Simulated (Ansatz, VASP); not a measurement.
## One calculation of Cd, two programs

```
Cd
1.0
     2.89689    0.00000    0.00000
    -1.44845    2.50878    0.00000
     0.00000    0.00000    5.53143
Cd
2
Direct
  0.33333 0.66667 0.25000
  0.66667 0.33333 0.75000
```

Alike in both runs: functional LDA; k mesh 18 × 18 × 8; occupations fermi-dirac, width 0.05 eV; no spin polarisation.

Ansatz relaxed the structure, and its values are those at the end. VASP's run is a single point on that final structure, the one shown.

|  | VASP | Ansatz |
| --- | --- | --- |
| version | VASP 6.6.1 | Ansatz 0.2.0 |
| potentials or method | VASP PAW LDA potentials, release 64 (Cd) | PAW with Ansatz's default frozen-core files, scalar-relativistic |
| plane-wave cutoff (eV) | 520 | 420 |
| valence electrons in the cell | 24 | 40 |

|  | VASP | Ansatz | Ansatz less VASP |
| --- | --- | --- | --- |
| pressure (GPa) | 0.7 | 0.0 | -0.71 |

The two sets of potentials don't hold the same shells in valence.
